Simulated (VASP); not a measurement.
# Al in VASP: single point with PBEsol+D3(BJ)

Aim: the single point of Al with PBEsol+D3(BJ).

Everything below comes from runs of VASP 6.6.1. Logs are shortened: lines on timing, memory, paths and dates and some standing lists are left out, and cuts for length are marked.

## (1) The structure

The cell holds a slab with vacuum, 4 atoms: a = 2.907 Å, b = 2.907 Å, c = 29.060 Å, α = 90.00°, β = 90.00°, γ = 120.00°.

The cell was built by a generator and needn't be a form met in nature.

## (2) Single point, PBEsol+D3(BJ)

Input file INCAR:

```
  ALGO = Normal
  DIPOL = 0.5 0.5 0.664
  EDIFF = 1E-7
  ENCUT = 520
  GGA = PS
  IDIPOL = 3
  ISIF = 2
  ISMEAR = 1
  IVDW = 12
  LASPH = T
  LCHARG = F
  LDIPOL = T
  LREAL = F
  LWAVE = F
  NBANDS = 14
  NELM = 100
  PREC = Accurate
  SIGMA = 0.1
```

Input file KPOINTS:

```
k-points
0
Gamma
  15 15 1
```

Input file POSCAR:

```
Al
1.0
    2.9070539512      0.0000000000      0.0000000000
   -1.4535269756      2.5175825719      0.0000000000
    0.0000000000      0.0000000000     29.0596183011
Al
4
Direct
    0.3333333333      0.6666666667      0.5472160738
    1.0000000000      0.0000000000      0.6237087135
    0.6666666667      0.3333333333      0.7023109207
    0.3333333333      0.6666666667      0.7812474723
```

Potentials or basis: VASP PAW PBE potentials, release 64 (Al).

On the command line:

```console
$ cat potpaw_PBE.64/Al/POTCAR > POTCAR
$ mpirun -np 1 vasp_std > vasp.out
```

OUTCAR:

```text
EDIFF = 1E-7
   ENCUT = 520
   GGA = PS
   ISIF = 2
   ISMEAR = 1
   IVDW = 12
   LASPH = T
   LREAL = F
   NELM = 100
   PREC = Accurate
 IVDW          = 12

 ion  position               nearest neighbor table
   1  0.333  0.667  0.547-   2 2.79   2 2.79   2 2.79
   2  0.000  0.000  0.624-   1 2.79   1 2.79   1 2.79   3 2.83   3 2.83   3 2.83
   3  0.667  0.333  0.702-   2 2.83   2 2.83   2 2.83   4 2.84   4 2.84   4 2.84
   4  0.333  0.667  0.781-   3 2.84   3 2.84   3 2.84

  LATTYP: Found a hexagonal cell.
 ALAT       =     2.9070539512
 C/A-ratio  =     9.9962432032

  Lattice vectors:

 A1 = (   2.9070539512,   0.0000000000,   0.0000000000)
 A2 = (  -1.4535269756,   2.5175825719,   0.0000000000)
 A3 = (   0.0000000000,   0.0000000000,  29.0596183011)

Analysis of symmetry for initial positions (statically):
=====================================================================
 Subroutine PRICEL returns:
 Original cell was already a primitive cell.

 Routine SETGRP: Setting up the symmetry group for a
 hexagonal supercell.

 Subroutine GETGRP returns: Found  6 space group operations
 (whereof  6 operations were pure point group operations)
 out of a pool of 24 trial point group operations.

The static configuration has the point symmetry C_3v.

Analysis of symmetry for dynamics (positions and initial velocities):
=====================================================================
 Subroutine PRICEL returns:
 Original cell was already a primitive cell.

 Routine SETGRP: Setting up the symmetry group for a
 hexagonal supercell.

 Subroutine GETGRP returns: Found  6 space group operations
 (whereof  6 operations were pure point group operations)
 out of a pool of 24 trial point group operations.

The dynamic configuration has the point symmetry C_3v.

 Subroutine INISYM returns: Found  6 space group operations
 (whereof  6 operations are pure point group operations),
 and found     1 'primitive' translations

----------------------------------------------------------------------------------------

                                     Primitive cell

  volume of cell :     212.6800

  direct lattice vectors                    reciprocal lattice vectors
     2.907053951  0.000000000  0.000000000     0.343990864  0.198603218  0.000000000
    -1.453526976  2.517582572  0.000000000     0.000000000  0.397206436  0.000000000
     0.000000000  0.000000000 29.059618301     0.000000000  0.000000000  0.034412014

  length of vectors
     2.907053951  2.907053951 29.059618301     0.397206436  0.397206436  0.034412014

  position of ions in fractional coordinates (direct lattice)
     0.333333333  0.666666667  0.547216074
     0.000000000  0.000000000  0.623708714
     0.666666667  0.333333333  0.702310921
     0.333333333  0.666666667  0.781247472

  ion indices of the primitive-cell ions
   primitive index   ion index
                 1           1
                 2           2
                 3           3
                 4           4

----------------------------------------------------------------------------------------

 KPOINTS: k-points

Automatic generation of k-mesh.
 Grid dimensions read from file:
 generate k-points for:   15   15    1

 Generating k-lattice:

  Cartesian coordinates                     Fractional coordinates (reciprocal lattice)
     0.022932724  0.013240215  0.000000000     0.066666667  0.000000000  0.000000000
     0.000000000  0.026480429  0.000000000     0.000000000  0.066666667  0.000000000
     0.000000000  0.000000000  0.034412014     0.000000000  0.000000000  1.000000000

  Length of vectors
     0.026480429  0.026480429  0.034412014

  Shift w.r.t. Gamma in fractional coordinates (k-lattice)
     0.000000000  0.000000000  0.000000000

 Subroutine IBZKPT returns following result:
 ===========================================

 Found     27 irreducible k-points:

 Following reciprocal coordinates:
            Coordinates               Weight
  0.000000  0.000000  0.000000      1.000000
  0.066667 -0.000000  0.000000      6.000000
  0.133333  0.000000  0.000000      6.000000
  0.200000 -0.000000  0.000000      6.000000
  0.266667  0.000000  0.000000      6.000000
  0.333333 -0.000000  0.000000      6.000000
[... 16 lines left out ...]
  0.333333  0.200000  0.000000     12.000000
  0.400000  0.200000  0.000000      6.000000
 [... further k-points ...]
   k-points           NKPTS =     27   k-points in BZ     NKDIM =     27   number of bands    NBANDS=     14
   number of dos      NEDOS =    301   number of ions     NIONS =      4
   total plane-waves  NPLWV = 124416
   dimension x,y,z NGX =    24 NGY =   24 NGZ =  216
   dimension x,y,z NGXF=    48 NGYF=   48 NGZF=  432
   ions per type =               4
   NGX,Y,Z   is equivalent  to a cutoff of  13.72, 13.72, 12.36 a.u.
   NGXF,Y,Z  is equivalent  to a cutoff of  27.45, 27.45, 24.71 a.u.
 SYSTEM =  unknown system
   PREC   = accura    normal or accurate (medium, high low for compatibility)
   ISTART =      0    job   : 0-new  1-cont  2-samecut
   ICHARG =      2    charge: 1-file 2-atom 10-const
   ISPIN  =      1    spin polarized calculation?
   LNONCOLLINEAR =      F non collinear calculations
   LSORBIT =      F    spin-orbit coupling
   LASPH  =      T    aspherical Exc in radial PAW
   ENCUT  =  520.0 eV  38.22 Ry    6.18 a.u.   5.41  5.41 54.03*2*pi/ulx,y,z
   NELM   =    100;   NELMIN=  2; NELMDL= -5     # of ELM steps
   EDIFF  = 0.1E-06   stopping-criterion for ELM
   LREAL  =      F    real-space projection
   EDIFFG = 0.1E-05   stopping-criterion for IOM
   NSW    =      0    number of steps for IOM
   IBRION =     -1    ionic relax: 0-MD 1-quasi-New 2-CG
   NFREE  =      0    steps in history (QN), initial steepest desc. (CG)
   ISIF   =      2    stress and relaxation
   ISYM   =      2    0-nonsym 1-usesym 2-fastsym
   POTIM  = 0.5000    time-step for ionic-motion
   TEBEG  =    0.0;   TEEND  =   0.0 temperature during run
   PSTRESS=    0.0 pullay stress
   NELECT =      12.0000    total number of electrons
   NUPDOWN=      -1.0000    fix difference up-down
   EMIN   =  10.00;   EMAX   =-10.00  energy-range for DOS
   EFERMI =   0.00;   METHOD = LEGACY
   ISMEAR =     1;   SIGMA  =   0.10  broadening in eV -4-tet -1-fermi 0-gaus
   EFERMI_NEDOS =   21; number of points for ismear=-14 and -15
   IALGO  =     38    algorithm
   IMIX   =      4    mixing-type and parameters
     AMIX     =   0.40;   BMIX     =  1.00
     AMIX_MAG =   1.60;   BMIX_MAG =  1.00
  volume/ion in A,a.u.               =      53.17       358.81
  Fermi-wavevector in a.u.,A,eV,Ry     =   0.627904  1.186566  5.364274  0.394263
  Thomas-Fermi vector in A             =   1.689664
   LORBIT       =      0    0 simple, 1 ext, 2 COOP (PROOUT), +10 PAW based schemes
   GGA     = PS    functional components
   LHFCALC =     F    Hartree Fock is set to
   AEXX    =    0.0000 exact exchange contribution
   IVDW    =    12    specifies the selected vdW correction
   LEPSILON=     F    determine dielectric tensor
   LRPA    =     F    only Hartree local field effects (RPA)
 non-spin polarized calculation
 Methfessel and Paxton  Order N= 1 SIGMA  =   0.10
  energy-cutoff  :      520.00
  volume of cell :      212.68
 maximum number of plane-waves:      5845
 NGX is ok and might be reduce to    24
   NGX = 11   NGY = 11   NGZ =109

 dipolmoment           0.000000      0.000000      0.051348 electrons x Angstroem

 number of electron      12.0000000 magnetization

 dipolmoment           0.000000      0.000000     -0.001238 electrons x Angstroem

 Free energy of the ion-electron system (eV)
  ---------------------------------------------------
  ext. energy  EPLUGINS =         0.00000000
  ---------------------------------------------------
  free energy    TOTEN  =       -15.40699533 eV

  energy without entropy =      -15.40338165  energy(sigma->0) =      -15.40579077

 E-fermi :  -0.2685     XC(G=0):  -3.8338

 val. band max:       -0.2916296624   @ k =   0.0667  -0.0000   0.0000
 cond. band min:      -0.2637890527   @ k =   0.2667   0.2000   0.0000
 fundamental gap:      0.0278406097
 Fermi energy:        -0.2685493178

 k-point     1 :       0.0000    0.0000    0.0000
  band No.  band energies     occupation
      1     -10.9885      2.00000
      2      -9.9097      2.00000
      3      -8.1349      2.00000
      4      -5.7826      2.00000
      5      -3.3946      2.00000
      6      -0.3882      2.07066
      7       2.1507      0.00000
      8       3.4381      0.00000
      9       3.7711      0.00000
     10       4.4137      0.00000
     11       4.5183      0.00000
     12       5.8592      0.00000
     13       5.9189      0.00000
     14       7.7655      0.00000

 k-point     2 :       0.0667   -0.0000    0.0000
  band No.  band energies     occupation
      1     -10.8850      2.00000
      2      -9.8068      2.00000
      3      -8.0328      2.00000
      4      -5.6807      2.00000
      5      -3.2976      2.00000
      6      -0.2916      1.37934
      7       2.2469      0.00000
      8       3.5401      0.00000
      9       3.8752      0.00000
     10       4.5146      0.00000
     11       4.6203      0.00000
     12       5.9568      0.00000
     13       6.0135      0.00000
     14       7.8103      0.00000
[... 343 lines left out ...]
      1      -6.0039      2.00000
      2      -4.9615      2.00000
      3      -3.2760      2.00000
      4      -3.0514      2.00000
      5      -2.0250      2.00000
      6      -0.8911      2.00000
      7      -0.2934      1.40687
      8      -0.0672     -0.01530
      9       0.9817     -0.00000
     10       1.4647     -0.00000
     11       2.1827      0.00000
     12       2.8236      0.00000
     13       4.2508      0.00000
     14       4.5485      0.00000

 k-point    24 :       0.4000    0.2000    0.0000
  band No.  band energies     occupation
      1      -4.6383      2.00000
      2      -4.5892      2.00000
      3      -3.6150      2.00000
      4      -3.5859      2.00000
      5      -2.0972      2.00000
      6      -1.5369      2.00000
      7      -0.3444      1.95737
      8       0.1477     -0.00000
      9       0.8283     -0.00000
     10       1.2037     -0.00000
     11       2.4869      0.00000
     12       2.7696      0.00000
     13       3.0085      0.00000
     14       4.8302      0.00000

 [... further k-points ...]

------------------------ aborting loop because EDIFF is reached ----------------------------------------

 vacuum level on the upper side and lower side of the slab       (xc-potential included)        -0.118        -0.089

 Edisp (eV)   -0.89039

 E8    (eV) :    -0.6146

  FORCE on cell =-STRESS in cart. coord.  units (eV):
  Direction    XX          YY          ZZ          XY          YZ          ZX
  --------------------------------------------------------------------------------------
  -------------------------------------------------------------------------------------
  Total      -3.15454    -3.15454    -0.56079    -0.00000     0.00000     0.00000
  in kB     -23.76400   -23.76400    -4.22461    -0.00000     0.00000     0.00000
  external pressure =      -17.25 kB  Pullay stress =        0.00 kB

 VOLUME and BASIS-vectors are now :
 -----------------------------------------------------------------------------
  energy-cutoff  :      520.00
  volume of cell :      212.68
      direct lattice vectors                 reciprocal lattice vectors
     2.907053951  0.000000000  0.000000000     0.343990864  0.198603218  0.000000000
    -1.453526976  2.517582572  0.000000000     0.000000000  0.397206436  0.000000000
     0.000000000  0.000000000 29.059618301     0.000000000  0.000000000  0.034412014

 POSITION                                       TOTAL-FORCE (eV/Angst)
 -----------------------------------------------------------------------------------
     -0.00000      1.67839     15.90189         0.000000     -0.000000     -0.109206
      0.00000      0.00000     18.12474        -0.000000      0.000000      0.340022
      1.45353      0.83919     20.40889        -0.000000      0.000000     -0.112560
     -0.00000      1.67839     22.70275         0.000000     -0.000000     -0.118256
 -----------------------------------------------------------------------------------
    total drift:                                0.000000     -0.000000      0.000006

  FREE ENERGIE OF THE ION-ELECTRON SYSTEM (eV)
  ---------------------------------------------------
  free  energy   TOTEN  =       -16.2973886537 eV

  energy  without entropy=      -16.2937749721  energy(sigma->0) =      -16.29618409

 vacuum level on the upper side and lower side of the slab         3.687         3.716
```

Wall time 1.9 min (1 thread of Intel Xeon Platinum 8488C (Sapphire Rapids), shared host); peak memory 0.35 GiB.

Results:

| Quantity | Value |
| --- | --- |
| Free energy | -16.2974 eV |
| Largest force | 0.340 eV/Å |
| Band gap on the k mesh | none (metal or under the smearing width) |
| Dispersion energy per atom | -0.223 eV |

Forces on the atoms (eV/Å):
```
Al   0.000  0.000 -0.109
Al   0.000  0.000  0.340
Al   0.000  0.000 -0.113
Al   0.000  0.000 -0.118
```

Caveat: the PAW data sets were made with another functional, which shifts forces and pressure a little.
